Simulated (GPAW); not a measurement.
**BaTiO3 and the effect of the Hubbard U on Ti d**

```
CELL_PARAMETERS angstrom
4.00600 0.00000 0.00000
0.00000 4.00600 0.00000
0.00000 0.00000 4.00600
ATOMIC_POSITIONS crystal
Ba 0.50000 0.50000 0.50000
Ti 0.00000 0.00000 0.00000
O 0.00000 0.00000 0.50000
O 0.00000 0.50000 0.00000
O 0.50000 0.00000 0.00000
```

The cell comes from a database or a generator and needn't be the form met in nature.

Kept alike: task band structure; functional PBEsol; k mesh 7 × 7 × 7; occupations fermi-dirac, width 0.05 eV; no spin polarisation. Program: GPAW, PAW data sets generated for this functional, cutoff 800 eV. The mesh is that of the run's cell of 5 atoms. No spin-orbit coupling.

```csv
"Hubbard U on Ti d, U (eV)",band gap (eV),pressure (GPa)
0,1.732,-3.14
1,1.858,-2.72
2,1.992,-2.29
3,2.133,-1.84
4,?,?
6,2.603,-0.40
8,2.945,0.66
```

Pressure is positive in compression; the values hold the error of the finite cutoff, so their zero can differ a little from the energy's minimum. U acts here on a shell without spin polarisation. How U acts hangs on the program's projectors. Gaps are the smaller of the mesh's and the band path's.

Task: Fit the rows shown and predict the run at 4 eV.

Result: A least-squares parabola through the rows shown is band gap = 0.003496 U² + 0.12394 U + 1.7309 (largest miss 0.0026); at U = 4 it gives 2.283 eV. A least-squares parabola through the rows shown is pressure = 0.00857 U² + 0.4057 U - 3.137 (largest miss 0.006); at U = 4 it gives -1.38 GPa. The run gave: band gap 2.283 eV; pressure -1.38 GPa.

The gap widens steadily with U, from 1.732 to 2.945 eV, and the run at 4 eV falls on the same smooth curve, so nothing here points to an abrupt change of electronic state. In cubic BaTiO3 the valence band top is mainly O 2p and the conduction band bottom Ti 3d t2g, so U acts chiefly by raising the nearly empty d states. The gap grows by much less than U itself, and slightly faster at large U, probably because the d occupation left by Ti–O covalency shrinks as U rises.

The pressure climbs in step: penalising that fractional occupation weakens the covalent part of the Ti–O bond, so the preferred volume grows. Even the largest U leaves the gap below experiment, plausibly because a correction on Ti d does little for the semilocal description of the O 2p band edge. Since the same hybridisation helps drive Ti off-centre, a U chosen to widen the gap could suppress the ferroelectric instability, which the fixed cubic structure cannot reveal.
